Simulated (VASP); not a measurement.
Crystal: CsSnBr3.

```
CELL_PARAMETERS angstrom
5.83901 0.00000 0.00000
0.00000 5.83901 0.00000
0.00000 0.00000 5.83901
ATOMIC_POSITIONS crystal
Cs 0.00000 0.00000 0.00000
Sn 0.50000 0.50000 0.50000
Br 0.50000 0.00000 0.50000
Br 0.50000 0.50000 0.00000
Br 0.00000 0.50000 0.50000
```

The cell is a database's computed one.

- Program: VASP 6.6.1
- Task: relaxation of cell and atoms
- Functional: LDA
- Potentials or basis: VASP PAW LDA potentials, release 64 (Cs_sv, Sn_d, Br)
- Cutoff: 600 eV
- k mesh: 6 × 6 × 6
- Occupations: gaussian, width 0.03 eV
- Spin: no spin polarisation

At the start: pressure -1.9 GPa; volume 39.81 Å³/atom.

Q: How do energy, volume and symmetry change on relaxing?

A: Over 4 steps the energy falls by 21.1 meV/atom and the volume is 36.40 Å³/atom (-8.6 %); space group Pm-3m (No. 221, to 0.05 Å).

Step by step:
```csv
step,energy change (eV),largest force (eV/Å),pressure (GPa),volume (Å³)
1,0.0000,0.0000,-1.87,199.07
2,-0.0995,0.0000,-0.47,185.97
3,-0.1055,0.0000,-0.08,182.66
4,-0.1056,0.0000,0.02,181.99
```

Final structure:
```xyz
5
Lattice="5.6669 0.0000 0.0000 0.0000 5.6669 0.0000 0.0000 0.0000 5.6669" Properties=species:S:1:pos:R:3 pbc="T T T"
Cs    0.0000    0.0000    0.0000
Sn    2.8335    2.8335    2.8335
Br    2.8335    0.0000    2.8335
Br    2.8335    2.8335    0.0000
Br    0.0000    2.8335    2.8335
```
